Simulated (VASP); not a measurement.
Write the native input for VASP 6.6.1 that does the following.

```
Task                   : single point
Functional             : PBEsol
Potentials or basis    : VASP PAW PBE potentials, release 64 (Ti_sv, B)
Cutoff                 : 520 eV
k mesh                 : 15 × 15 × 14
Occupations            : gaussian, width 0.1 eV
Spin                   : no spin polarisation
Further INCAR settings : ALGO = Normal; EDIFF = 1e-06
```

The structure of TiB2 lies in POSCAR:

```
TiB2
1.0
    3.0259273100      0.0000000000      0.0000000000
   -1.5129636600      2.6205299200      0.0000000000
    0.0000000000      0.0000000000      3.2287677100
Ti B
1 2
Direct
    0.0000000000      0.0000000000      0.0000000000
    0.3333333300      0.6666666700      0.5000000000
    0.6666666700      0.3333333300      0.5000000000
```

The cell is a database's computed one.

These files were run (other wordings do the same):

INCAR

```
PREC = Accurate ; ENCUT = 520
EDIFF = 1E-6 ; ISMEAR = 0
SIGMA = 0.1 ; LREAL = False
LASPH = True ; NELM = 80
ALGO = Normal ; ISIF = 2
LWAVE = False ; LCHARG = False
GGA = PS
```

KPOINTS

```
Automatic mesh
0
Gamma
  15 15 14
```

Potentials or basis: VASP PAW PBE potentials, release 64 (Ti_sv, B).

Command:

```console
$ cat potpaw_PBE.64/Ti_sv/POTCAR potpaw_PBE.64/B/POTCAR > POTCAR
$ mpirun -np 1 vasp_std > vasp.out
```

It gave:

The pressure is -4.2 GPa. The band gap on the k mesh is none (metal or under the smearing width).

Caveat: the PAW data sets were made with another functional, which shifts forces and pressure a little.

Wall time 27 s on 1 thread of Intel(R) Xeon(R) Platinum 8488C (Sapphire Rapids) (shared host), peak memory 0.19 GiB.
